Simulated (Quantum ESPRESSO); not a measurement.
**Nb in Quantum ESPRESSO: the effect of functional**

Crystal: Nb.

```
Nb
1.0
    -1.66395    1.66395    1.66395
     1.66395   -1.66395    1.66395
     1.66395    1.66395   -1.66395
Nb
1
Direct
  0.00000 0.00000 0.00000
```

Alike in all runs:

```yaml
Program: Quantum ESPRESSO 7.5
Task: band structure
Potentials_or_basis: SG15 PBE 1.2
Cutoff: 952 eV
Density_cutoff: 3810 eV
k_mesh: 8 × 8 × 8
Occupations: fermi-dirac, width 0.05 eV
Spin: no spin polarisation
```

```tsv
functional	pressure (GPa)
r2SCAN	-4.3
SCAN	?
TPSS	-4.7
```

Task: What does the run with functional SCAN give?

Result: Pressure -6.5 GPa.

Caveats: the potentials were made for another functional, which shifts forces and pressure.
